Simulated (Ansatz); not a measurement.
Write the native input for Ansatz 0.2.0 that does the following.

```
Task                     : projected density of states
Functional               : LDA
Potentials or basis      : all-electron LAPW, scalar-relativistic
Cutoff                   : 276 eV (chosen from the basis error)
Basis error allowed      : 0.0005 eV/atom
k mesh                   : 11 × 11 × 11
Occupations              : gaussian, width 0.1 eV
Spin                     : no spin polarisation
Hubbard terms            : Au d U = 5 eV
Start of the occupations : auto
Double counting          : fll
Hubbard projectors       : ortho-atomic
Scf algorithm            : density_mixing
```

The system is Au.

```xyz
1
Lattice="-0.0166 2.0355 2.0219 2.0321 0.0194 1.9860 2.0743 2.0418 -0.0228" Properties=species:S:1:pos:R:3 pbc="T T T"
Au   -0.0068    0.0083    0.0185
```

The cell isn't the ideal one: cell strained at random.

These files were run (other wordings do the same):

input.yaml

```yaml
crystal:
  lattice:
    - [-0.016559, 2.035534, 2.021913]
    - [2.032105, 0.019371, 1.985982]
    - [2.074285, 2.041784, -0.022809]
  atoms:
    - { symbol: Au, position: [0.008186, 0.000918, -0.004121] }
kpoints:
  mp_grid: { grid: [11, 11, 11] }
  band_path:
    path: [[-0.5, 0.0, 0.0], [0.0, 0.0, 0.0], [0.0, 0.0, -0.5]]
    npoints: 8
scf:
  occupations: { method: gaussian, width: 0.1 }
  algorithm: density_mixing
hamiltonian:
  xc: lda
  pseudopotentials: { kind: all_electron, lapw: { basis_error: 0.0005 } }
  hubbard:
    sites: [{ species: Au, l: d, u_eff: 5 }]
    double_counting: fll
    projectors: ortho-atomic
output:
  forces: true
  stress: true
  eigenvalues: true
  fatbands: true
  dos: { projected: true, de: 0.1, e_range: [-14, 8] }
  populations: true
  hubbard: {}
```

Potentials or basis: all-electron LAPW, scalar-relativistic.

The run is started by

```bash
$ ansatz run input.yaml --threads 1 --pin off --max-ram 2560MiB --backend cpu --events-out ev --progress --plain --runs-dir out
```

It gave:

- Pressure: 0.3 GPa
- Band gap on the k mesh: none (metal or under the smearing width)
- Band gap along the path: 3.73 eV, indirect (least direct gap 3.77 eV)

Caveat: U is the effective U less J, on atomic orbitals that reach past the spheres; spin-orbit coupling is left out, which moves the levels of the heavy elements; U without spin polarisation on a metal has little footing; the U is typed as a test and isn't derived for this compound.

Run time: 2.1 min on 1 thread of Arm Neoverse V1, with other jobs on the host, peak memory 1.2 GiB.
